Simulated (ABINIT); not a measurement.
The system is RbBr.

```
Rb Br
1.0
     0.00000    3.42700    3.42700
     3.42700    0.00000    3.42700
     3.42700    3.42700    0.00000
Rb Br
1 1
Direct
  0.00000 0.00000 0.00000
  0.50000 0.50000 0.50000
```

```yaml
Program: ABINIT 10.8.3 (patched build)
Task: single point
Functional: PBE
Potentials_or_basis: JTH PAW PBE v2.0
Cutoff: 463 eV
k_mesh: 7 × 7 × 7
Occupations: fermi-dirac, width 0.05 eV
Spin: no spin polarisation
```

On this cell: pressure 1.2 GPa; largest force zero by symmetry; band gap on the k mesh 4.35 eV, direct.

The same run follows on a disturbed copy (atoms moved at random, drawn with an rms of 0.05 Å):

```
Rb Br
1.0
     0.00000    3.42700    3.42700
     3.42700    0.00000    3.42700
     3.42700    3.42700    0.00000
Rb Br
1 1
Direct
  0.99680 0.00037 0.00213
  0.50154 0.50308 0.49052
```

Q: What changes?

A: The energy moves by +0.7 meV/atom; pressure 1.2 GPa; largest force 0.061 eV/Å; band gap on the k mesh 4.35 eV, direct.

Forces on the atoms (eV/Å):
```
Rb  -0.040 -0.031  0.033
Br   0.040  0.031 -0.033
```

Caveats: an odd mesh through Γ misses points on the zone boundary, where band edges often lie.
